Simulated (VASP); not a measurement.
# TiTe2 (P-3m1) in VASP: notebook

Runs on TiTe2. Level: PBE+D3(BJ). Tasks: relaxation of cell and atoms.

All numbers are computed with VASP 6.6.1; they aren't measurements. Logs are shortened: lines on timing, memory, paths and dates and some standing lists are left out, and cuts for length are marked.

## (1) The crystal as given

Symmetry: P-3m1, No. 164, trigonal system. Conventional cell: a = 3.777 Å, b = 3.777 Å, c = 6.498 Å, α = 90.00°, β = 90.00°, γ = 120.00°. Around Ti (site symmetry -3m) lie 6 Te at 2.77 Å. Around Te (site symmetry 3m) lie 3 Ti at 2.77 Å.

## (2) Relaxation of cell and atoms, PBE+D3(BJ)

Input file INCAR:

```
PREC = Accurate
ENCUT = 600
EDIFF = 1E-6
ISMEAR = 1
SIGMA = 0.1
LREAL = F
LASPH = T
NELM = 80
ALGO = Normal
ISIF = 3
LWAVE = F
LCHARG = F
GGA = PE
IVDW = 12
IBRION = 2
NSW = 90
EDIFFG = -0.01
```

Input file KPOINTS:

```
regular mesh
0
Gamma
  12 12 6
```

Input file POSCAR:

```
TiTe2
1.0
    3.7770000000      0.0000000000      0.0000000000
   -1.8885000000      3.2709779501      0.0000000000
    0.0000000000      0.0000000000      6.4980000000
Ti Te
1 2
Direct
    0.0000000000      0.0000000000      0.0000000000
    0.6666666667      0.3333333333      0.2628000000
    0.3333333333      0.6666666667      0.7372000000
```

Potentials or basis: VASP PAW PBE potentials, release 64 (Ti_sv, Te).

Command:

```sh
cat potpaw_PBE.64/Ti_sv/POTCAR potpaw_PBE.64/Te/POTCAR > POTCAR
mpirun -np 1 vasp_std > vasp.out
```

OUTCAR:

```text
PREC = Accurate
   ENCUT = 600
   EDIFF = 1E-6
   ISMEAR = 1
   LREAL = F
   LASPH = T
   NELM = 80
   ISIF = 3
   GGA = PE
   IVDW = 12
   IBRION = 2
   NSW = 90
   EDIFFG = -0.01
 IVDW          = 12

 ion  position               nearest neighbor table
   1  0.000  0.000  0.000-   2 2.77   3 2.77   2 2.77   3 2.77   2 2.77   3 2.77
   2  0.667  0.333  0.263-   1 2.77   1 2.77   1 2.77
   3  0.333  0.667  0.737-   1 2.77   1 2.77   1 2.77

  LATTYP: Found a hexagonal cell.
 ALAT       =     3.7770000000
 C/A-ratio  =     1.7204130262

  Lattice vectors:

 A1 = (   3.7770000000,   0.0000000000,   0.0000000000)
 A2 = (  -1.8885000000,   3.2709779501,   0.0000000000)
 A3 = (   0.0000000000,   0.0000000000,   6.4980000000)

Analysis of symmetry for initial positions (statically):
=====================================================================
 Subroutine PRICEL returns:
 Original cell was already a primitive cell.

 Routine SETGRP: Setting up the symmetry group for a
 hexagonal supercell.

 Subroutine GETGRP returns: Found 12 space group operations
 (whereof 12 operations were pure point group operations)
 out of a pool of 24 trial point group operations.

The static configuration has the point symmetry D_3d.

Analysis of symmetry for dynamics (positions and initial velocities):
=====================================================================
 Subroutine PRICEL returns:
 Original cell was already a primitive cell.

 Routine SETGRP: Setting up the symmetry group for a
 hexagonal supercell.

 Subroutine GETGRP returns: Found 12 space group operations
 (whereof 12 operations were pure point group operations)
 out of a pool of 24 trial point group operations.

The dynamic configuration has the point symmetry D_3d.

 Subroutine INISYM returns: Found 12 space group operations
 (whereof 12 operations are pure point group operations),
 and found     1 'primitive' translations

----------------------------------------------------------------------------------------

                                     Primitive cell

  volume of cell :      80.2794

  direct lattice vectors                    reciprocal lattice vectors
     3.777000000  0.000000000  0.000000000     0.264760392  0.152859484  0.000000000
    -1.888500000  3.270977950  0.000000000     0.000000000  0.305718967  0.000000000
     0.000000000  0.000000000  6.498000000     0.000000000  0.000000000  0.153893506

  length of vectors
     3.777000000  3.777000000  6.498000000     0.305718967  0.305718967  0.153893506

  position of ions in fractional coordinates (direct lattice)
     0.000000000  0.000000000  0.000000000
     0.666666667  0.333333333  0.262800000
     0.333333333  0.666666667  0.737200000

  ion indices of the primitive-cell ions
   primitive index   ion index
                 1           1
                 2           2
                 3           3

----------------------------------------------------------------------------------------

 KPOINTS: regular mesh

Automatic generation of k-mesh.
 Grid dimensions read from file:
 generate k-points for:   12   12    6

 Generating k-lattice:

  Cartesian coordinates                     Fractional coordinates (reciprocal lattice)
     0.022063366  0.012738290  0.000000000     0.083333333 -0.000000000  0.000000000
     0.000000000  0.025476581  0.000000000     0.000000000  0.083333333  0.000000000
     0.000000000  0.000000000  0.025648918     0.000000000  0.000000000  0.166666667

  Length of vectors
     0.025476581  0.025476581  0.025648918

  Shift w.r.t. Gamma in fractional coordinates (k-lattice)
     0.000000000  0.000000000  0.000000000

 Subroutine IBZKPT returns following result:
 ===========================================

 Found    100 irreducible k-points:

 Following reciprocal coordinates:
            Coordinates               Weight
  0.000000  0.000000  0.000000      1.000000
  0.083333  0.000000  0.000000      6.000000
  0.166667  0.000000  0.000000      6.000000
  0.250000  0.000000  0.000000      6.000000
  0.333333  0.000000  0.000000      6.000000
  0.416667  0.000000  0.000000      6.000000
[... 16 lines left out ...]
  0.166667  0.000000  0.166667      6.000000
  0.000000  0.166667  0.166667      6.000000
 [... further k-points ...]
   k-points           NKPTS =    100   k-points in BZ     NKDIM =    100   number of bands    NBANDS=     16
   number of dos      NEDOS =    301   number of ions     NIONS =      3
   total plane-waves  NPLWV =  48600
   dimension x,y,z NGX =    30 NGY =   30 NGZ =   54
   dimension x,y,z NGXF=    60 NGYF=   60 NGZF=  108
   ions per type =               1   2
   NGX,Y,Z   is equivalent  to a cutoff of  13.20, 13.20, 13.82 a.u.
   NGXF,Y,Z  is equivalent  to a cutoff of  26.41, 26.41, 27.63 a.u.
 SYSTEM =  unknown system
   PREC   = accura    normal or accurate (medium, high low for compatibility)
   ISTART =      0    job   : 0-new  1-cont  2-samecut
   ICHARG =      2    charge: 1-file 2-atom 10-const
   ISPIN  =      1    spin polarized calculation?
   LNONCOLLINEAR =      F non collinear calculations
   LSORBIT =      F    spin-orbit coupling
   LASPH  =      T    aspherical Exc in radial PAW
   ENCUT  =  600.0 eV  44.10 Ry    6.64 a.u.   7.54  7.54 12.98*2*pi/ulx,y,z
   NELM   =     80;   NELMIN=  2; NELMDL= -5     # of ELM steps
   EDIFF  = 0.1E-05   stopping-criterion for ELM
   LREAL  =      F    real-space projection
   EDIFFG = -.1E-01   stopping-criterion for IOM
   NSW    =     90    number of steps for IOM
   IBRION =      2    ionic relax: 0-MD 1-quasi-New 2-CG
   NFREE  =      1    steps in history (QN), initial steepest desc. (CG)
   ISIF   =      3    stress and relaxation
   ISYM   =      2    0-nonsym 1-usesym 2-fastsym
   POTIM  = 0.5000    time-step for ionic-motion
   TEBEG  =    0.0;   TEEND  =   0.0 temperature during run
   PSTRESS=    0.0 pullay stress
   NELECT =      24.0000    total number of electrons
   NUPDOWN=      -1.0000    fix difference up-down
   EMIN   =  10.00;   EMAX   =-10.00  energy-range for DOS
   EFERMI =   0.00;   METHOD = LEGACY
   ISMEAR =     1;   SIGMA  =   0.10  broadening in eV -4-tet -1-fermi 0-gaus
   EFERMI_NEDOS =   21; number of points for ismear=-14 and -15
   IALGO  =     38    algorithm
   IMIX   =      4    mixing-type and parameters
     AMIX     =   0.40;   BMIX     =  1.00
     AMIX_MAG =   1.60;   BMIX_MAG =  1.00
  volume/ion in A,a.u.               =      26.76       180.58
  Fermi-wavevector in a.u.,A,eV,Ry     =   1.094655  2.068597 16.303438  1.198269
  Thomas-Fermi vector in A             =   2.230964
   LORBIT       =      0    0 simple, 1 ext, 2 COOP (PROOUT), +10 PAW based schemes
   GGA     = PE    functional components
   LHFCALC =     F    Hartree Fock is set to
   AEXX    =    0.0000 exact exchange contribution
   IVDW    =    12    specifies the selected vdW correction
   LEPSILON=     F    determine dielectric tensor
   LRPA    =     F    only Hartree local field effects (RPA)
 conjugate gradient relaxation of ions
 non-spin polarized calculation
 Methfessel and Paxton  Order N= 1 SIGMA  =   0.10
  energy-cutoff  :      600.00
  volume of cell :       80.28
 maximum number of plane-waves:      2714
   NGX = 15   NGY = 15   NGZ = 25

--------------------------------------- Ionic step        1  -------------------------------------------

 number of electron      24.0000002 magnetization

 Free energy of the ion-electron system (eV)
  ---------------------------------------------------
  ext. energy  EPLUGINS =         0.00000000
  ---------------------------------------------------
  free energy    TOTEN  =       -16.20549979 eV

  energy without entropy =      -16.20529775  energy(sigma->0) =      -16.20543244

 E-fermi :   6.8599     XC(G=0):  -9.8602

 val. band max:        6.8577491423   @ k =   0.3333   0.0000   0.5000
 cond. band min:       6.8633287598   @ k =   0.4167   0.0000   0.0000
 fundamental gap:      0.0055796175
 Fermi energy:         6.8599300129

 k-point     1 :       0.0000    0.0000    0.0000
  band No.  band energies     occupation
      1     -50.6631      2.00000
      2     -26.9233      2.00000
      3     -26.9233      2.00000
      4     -26.8769      2.00000
      5      -5.5831      2.00000
      6      -4.0804      2.00000
[... 8 lines left out ...]
     15       7.8895     -0.00000
     16       9.8759      0.00000
[... 420 lines left out ...]
  band No.  band energies     occupation
      1     -50.6623      2.00000
      2     -26.9338      2.00000
      3     -26.9257      2.00000
      4     -26.8745      2.00000
      5      -5.2111      2.00000
      6      -4.0576      2.00000
[... 8 lines left out ...]
     15       8.0322     -0.00000
     16       9.4875      0.00000

 [... further k-points ...]

------------------------ aborting loop because EDIFF is reached ----------------------------------------

 Edisp (eV)   -1.47475

 E8    (eV) :    -0.6840

  FORCE on cell =-STRESS in cart. coord.  units (eV):
  Direction    XX          YY          ZZ          XY          YZ          ZX
  --------------------------------------------------------------------------------------
  -------------------------------------------------------------------------------------
  Total      -1.18696    -1.18696    -0.71276     0.00000     0.00000     0.00000
  in kB     -23.68868   -23.68868   -14.22494     0.00000     0.00000     0.00000
  external pressure =      -20.53 kB  Pullay stress =        0.00 kB
[... 309 lines left out ...]
  energy  without entropy=      -17.7155726478  energy(sigma->0) =      -17.71550750

--------------------------------------- Ionic step        9  -------------------------------------------

 number of electron      24.0000000 magnetization

 Free energy of the ion-electron system (eV)
  ---------------------------------------------------
  ext. energy  EPLUGINS =         0.00000000
  ---------------------------------------------------
  free energy    TOTEN  =       -16.14641909 eV

  energy without entropy =      -16.14661368  energy(sigma->0) =      -16.14648395

 E-fermi :   7.6367     XC(G=0): -10.1805

 val. band max:        7.6346053170   @ k =   0.3333   0.0000   0.5000
 cond. band min:       7.6405179610   @ k =   0.0000   0.4167   0.1667
 fundamental gap:      0.0059126441
 Fermi energy:         7.6366828015

 k-point     1 :       0.0000    0.0000    0.0000
  band No.  band energies     occupation
      1     -49.7531      2.00000
      2     -26.0194      2.00000
      3     -26.0194      2.00000
      4     -25.9825      2.00000
      5      -5.1581      2.00000
      6      -3.4377      2.00000
[... 8 lines left out ...]
     15       8.8936     -0.00000
     16      10.7037      0.00000
[... 420 lines left out ...]
  band No.  band energies     occupation
      1     -49.7521      2.00000
      2     -26.0327      2.00000
      3     -26.0224      2.00000
      4     -25.9793      2.00000
      5      -4.7484      2.00000
      6      -3.4222      2.00000
[... 8 lines left out ...]
     15       8.9009     -0.00000
     16      10.4386      0.00000

 [... further k-points ...]

------------------------ aborting loop because EDIFF is reached ----------------------------------------

 Edisp (eV)   -1.57020

 E8    (eV) :    -0.7273

  FORCE on cell =-STRESS in cart. coord.  units (eV):
  Direction    XX          YY          ZZ          XY          YZ          ZX
  --------------------------------------------------------------------------------------
  -------------------------------------------------------------------------------------
  Total      -0.02394    -0.02394     0.01463     0.00000     0.00000     0.00000
  in kB      -0.50853    -0.50853     0.31070     0.00000     0.00000     0.00000
  external pressure =       -0.24 kB  Pullay stress =        0.00 kB
[... 18 lines left out ...]
  FREE ENERGIE OF THE ION-ELECTRON SYSTEM (eV)
  ---------------------------------------------------
  free  energy   TOTEN  =       -17.7166214919 eV

  energy  without entropy=      -17.7168160815  energy(sigma->0) =      -17.71668636

 reached required accuracy - stopping structural energy minimisation
```

Run time: 8.9 min. Hardware: 1 thread of AMD EPYC 9R45 (Zen 5), shared host; peak memory 0.32 GiB.

What came out:

* Free energy: -17.7166 eV
* Relaxed volume: 25.14 Å³/atom
* Relaxed cell: a = 3.698 Å, b = 3.698 Å, c = 6.367 Å, α = 90.00°, β = 90.00°, γ = 120.00°
* Space group after relaxing (to 0.05 Å): P-3m1 (No. 164)
* Energy gained by relaxing: 12.1 meV/atom
* Ionic steps: 9
* Pressure after relaxing: 0.0 GPa
* Largest force after relaxing: 0.005 eV/Å
* Band gap on the k mesh: none (metal or under the smearing width)
* Dispersion energy per atom: -0.523 eV

Forces in eV/Å, atoms in the order of the input:
```
Ti   0.000  0.000  0.000
Te   0.000  0.000 -0.005
Te   0.000  0.000  0.005
```

The path:
```tsv
step	energy change (eV)	largest force (eV/Å)	pressure (GPa)	volume (Å³)
1	0.0000	0.0447	-2.05	80.28
2	-0.0162	0.4485	1.15	76.36
3	-0.0195	0.3277	0.16	77.47
4	-0.0287	0.2023	0.06	76.86
5	-0.0320	0.0649	-0.02	76.22
6	-0.0340	0.0396	-0.08	76.08
7	-0.0362	0.0333	-0.26	75.69
8	-0.0352	0.0644	0.55	74.81
9	-0.0364	0.0051	-0.02	75.43
```

Final structure:
```
Ti Te
1.0
     3.69849    0.00000    0.00000
    -1.84925    3.20299    0.00000
     0.00000    0.00000    6.36744
Ti Te
1 2
Direct
  0.00000 0.00000 0.00000
  0.66667 0.33333 0.27172
  0.33333 0.66667 0.72828
```

Spin-orbit coupling is left out, which matters for the levels of Te.

## (3) Relaxation of cell and atoms, PBE+D3(BJ)

This run uses another cell than the first one, of 25.14 Å³/atom, 0.940 times its volume.

INCAR: that of step 2 with these lines changed.

```diff
@@ -2,3 +2,3 @@
 ENCUT = 600
-EDIFF = 1E-6
+EDIFF = 1E-7
 ISMEAR = 1
@@ -16,2 +16,2 @@
 NSW = 90
-EDIFFG = -0.01
+EDIFFG = -0.005
```

KPOINTS is that of step 2.

Input file POSCAR:

```
TiTe2                                   
1.0
    3.6984931756      0.0000000000      0.0000000000
   -1.8492465878      3.2029890458     -0.0000000000
    0.0000000000      0.0000000000      6.3674408713
  Ti              Te            
     1     2
Direct
     0.0000000000000000    0.0000000000000000    0.0000000000000000
     0.6666666667000030    0.3333333332999970    0.2717248346754894
     0.3333333332999970    0.6666666667000030    0.7282751653245104
```

Potentials or basis: VASP PAW PBE potentials, release 64 (Ti_sv, Te).

Command:

```sh
cat potpaw_PBE.64/Ti_sv/POTCAR potpaw_PBE.64/Te/POTCAR > POTCAR
mpirun -np 1 vasp_std > vasp.out
```

Run time: 3.6 min. Hardware: 1 thread of AMD EPYC 9R45 (Zen 5), shared host; peak memory 0.31 GiB.

Results (log left out):

| Quantity | Value |
| --- | --- |
| Free energy | -17.7160 eV |
| Relaxed volume | 25.13 Å³/atom |
| Relaxed cell | a = 3.696 Å, b = 3.696 Å, c = 6.373 Å, α = 90.00°, β = 90.00°, γ = 120.00° |
| Space group after relaxing (to 0.05 Å) | P-3m1 (No. 164) |
| Energy gained by relaxing | 0.0 meV/atom |
| Ionic steps | 4 |
| Pressure after relaxing | 0.0 GPa |
| Largest force after relaxing | 0.004 eV/Å |
| Band gap on the k mesh | none (metal or under the smearing width) |
| Dispersion energy per atom | -0.524 eV |

Forces on the atoms (eV/Å):
```
Ti   0.000  0.000  0.000
Te   0.000  0.000 -0.004
Te   0.000  0.000  0.004
```

Final structure:
```
CELL_PARAMETERS angstrom
3.69612 0.00000 0.00000
-1.84806 3.20093 0.00000
0.00000 0.00000 6.37296
ATOMIC_POSITIONS crystal
Ti 0.00000 0.00000 0.00000
Te 0.66667 0.33333 0.27166
Te 0.33333 0.66667 0.72834
```

Levels at points of the mesh, in eV from the Fermi level:
```tsv
k point	band 9	band 10	band 11	band 12	band 13	band 14	band 15	band 16
(0.00, 0.00, 0.00)	-1.62	0.23	0.43	0.43	0.71	1.26	1.26	3.07
(0.50, 0.00, 0.00)	-2.97	-2.55	-1.74	-1.19	-0.06	1.26	1.63	2.40
(0.00, 0.00, 0.50)	-1.53	-1.53	0.42	0.42	0.83	0.83	1.08	3.65
(0.50, 0.00, 0.50)	-2.60	-2.11	-0.94	-0.47	-0.41	1.26	1.62	2.56
```

The run has no spin-orbit coupling, so splittings on Te are missing.
